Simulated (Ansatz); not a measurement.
## What a trial cell of MoS3 relaxes into

These are results of Ansatz 0.2.0, DFT PBE, scalar-relativistic, plane waves, PAW, not measurements. Cutoff 420 eV, Gaussian smearing, Γ-centred meshes. Cell and atoms relax first on a coarse mesh and then on a finer one. In between, the cell is made exact in the group found at 0.06 Å. In metals the finer mesh still leaves noise of several meV/atom or more. The steps can't lower the symmetry of their start. Collinear spin, starting moments Mo 1.0 (×2) μB; they died out on the coarse mesh, so the last step has no spin.

Recipe of this trial structure of MoS3: perovskite family, tilts a-a-a- (R-3c, No. 167) (A site vacant; B site Mo; X site S). The dimensions are guesses.

```cif
data_structure
_symmetry_space_group_name_H-M 'R-3c:H'
_symmetry_Int_Tables_number 167
_cell_length_a 7.0711
_cell_length_b 7.0711
_cell_length_c 17.3205
_cell_angle_alpha 90.000
_cell_angle_beta 90.000
_cell_angle_gamma 120.000
_cell_volume 750.00
loop_
_atom_site_label
_atom_site_type_symbol
_atom_site_symmetry_multiplicity
_atom_site_Wyckoff_symbol
_atom_site_fract_x
_atom_site_fract_y
_atom_site_fract_z
_atom_site_occupancy
Mo1 Mo 6 b 0.66667 0.33333 0.33333 1
S1 S 18 e 0.91679 0.25013 0.41667 1
```

The zero of energy is the elements' standard structures at the same level; no fitted shifts are applied.

Question: Where does the relaxation end?

Answer: The symmetry stays R-3c (No. 167). The end has the AlF3 type. The volume per atom shrinks by 35.5 %, from 31.2 to 20.2 Å³. The shortest distance goes from 2.57 Å (Mo–S) to 2.36 Å (Mo–S). The energy falls by about 0.50 eV/atom (the start's value is from the coarse mesh). The end is written in a standard setting, so origin, axes and order of atoms can differ from the start's. Conventional cell: a = 6.028 Å, c = 15.382 Å. Around Mo lie 6 S at 2.36 Å; around S lie 2 Mo at 2.36 Å.

```cif
data_structure
_symmetry_space_group_name_H-M 'R-3c:H'
_symmetry_Int_Tables_number 167
_cell_length_a 6.0282
_cell_length_b 6.0282
_cell_length_c 15.3823
_cell_angle_alpha 90.000
_cell_angle_beta 90.000
_cell_angle_gamma 120.000
_cell_volume 484.08
loop_
_atom_site_label
_atom_site_type_symbol
_atom_site_symmetry_multiplicity
_atom_site_Wyckoff_symbol
_atom_site_fract_x
_atom_site_fract_y
_atom_site_fract_z
_atom_site_occupancy
Mo1 Mo 6 b 0.00000 0.00000 0.50000 1
S1 S 18 e 0.65793 0.65793 0.25000 1
```

Question: How does it come out in energy, and is it a metal?

Answer:

- Formation energy: −0.15 eV/atom
- Gap on the 12×12×12 mesh of the 8-atom cell: 0 eV (a metal)

Whether it is stable depends on the other phases of the system, which aren't compared here.

The last run used Gaussian smearing of 0.10 eV. The zero gap may come from the functional, which often closes small gaps. The reference form of S is held partly by dispersion forces, which this level lacks. Symmetry constrained the relaxation, so the result can be a saddle point. In all, the 4 runs took 17 min on 1 thread of Intel(R) Xeon(R) Processor @ 2.50GHz (Skylake/Cascade Lake), with other jobs on the host.
